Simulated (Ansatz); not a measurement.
**TiAl3 under changes of volume**

One of the cells (15.634 Å³/atom); the others are scaled copies at fixed shape and fractional positions:

```
CELL_PARAMETERS angstrom
-1.91111 1.91111 4.28067
1.91111 -1.91111 4.28067
1.91111 1.91111 -4.28067
ATOMIC_POSITIONS crystal
Ti 0.00000 0.00000 0.00000
Al 0.25000 0.75000 0.50000
Al 0.75000 0.25000 0.50000
Al 0.50000 0.50000 0.00000
```

The cell comes from a database or a generator and needn't be the stable form of this composition.

- Program: Ansatz 0.2.0
- Functional: LDA
- Potentials or basis: all-electron LAPW, scalar-relativistic
- Cutoff: 196 eV (chosen from the basis error)
- Basis error allowed: 0.002 eV/atom
- k mesh: 10 × 10 × 10
- Occupations: fermi-dirac, width 0.05 eV
- Spin: no spin polarisation

```tsv
volume (Å³/atom)	energy over the lowest point (meV/atom)	pressure (GPa)
14.696	4.50	3.7
15.009	0.00	1.0
15.322	?	?
15.634	5.31	-3.5
15.947	14.16	-5.5
16.260	26.59	-7.2
16.572	42.25	-8.8
```

Question: What does the run at 15.322 Å³/atom give?

Answer: Energy over the lowest point 0.44 meV/atom; pressure -1.4 GPa.

Worked out: A Birch-Murnaghan fit of order 3 (a polynomial in V^(-2/3)) to the other rows has its minimum at 15.13 Å³/atom with B0 = V·E''(V) = 117 GPa and B' = 4.1 at fixed shape and positions, which overstates the stiffness. It gives 0.45 meV/atom at 15.322 Å³/atom, against the run's 0.44, and -dE/dV = -1.4 GPa, against -1.4.

Energies are extrapolated to zero smearing.
